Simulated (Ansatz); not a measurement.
# AlN: relaxation of cell and atoms with revPBE

The system is AlN.

```xyz
2
Lattice="0.0000 2.1840 2.1840 2.1840 0.0000 2.1840 2.1840 2.1840 0.0000" Properties=species:S:1:pos:R:3 pbc="T T T"
Al    0.0000    0.0000    0.0000
N     1.0920    1.0920    1.0920
```

Measurements of this composition are mostly on another form, of space group No. 186.

```yaml
Program: Ansatz 0.2.0
Task: relaxation of cell and atoms
Functional: revPBE
Potentials_or_basis: all-electron LAPW, scalar-relativistic
Basis_error_allowed: 0.001 eV/atom
k_mesh: 10 × 10 × 10
Occupations: fermi-dirac, width 0.05 eV
Spin: no spin polarisation
```

- Relaxed volume: 10.81 Å³/atom
- Relaxed cell: a = 3.127 Å, b = 3.127 Å, c = 3.127 Å, α = 60.00°, β = 60.00°, γ = 60.00°
- Space group after relaxing (to 0.05 Å): F-43m (No. 216)
- Energy gained by relaxing: 9.0 meV/atom
- Ionic steps: 5
- Pressure after relaxing: 0.0 GPa
- Band gap on the k mesh: 3.33 eV

The path:
```tsv
step	energy change (eV)	largest force (eV/Å)	volume (Å³)
1	0.0000	0.0000	20.83
2	-0.0134	0.0000	21.22
3	-0.0181	0.0000	21.61
4	-0.0181	0.0000	21.63
5	-0.0181	0.0000	21.63
```

Final structure:
```
Al N
1.0
     0.00000    2.21139    2.21139
     2.21139    0.00000    2.21139
     2.21139    2.21139    0.00000
Al N
1 1
Cartesian
  0.0000 0.0000 0.0000
  1.1057 1.1057 1.1057
```

It took 18 s on 1 thread of Intel(R) Xeon(R) Platinum 8488C (Sapphire Rapids), on a shared host, peak memory 0.3 GiB.

A k mesh can miss the band edges.
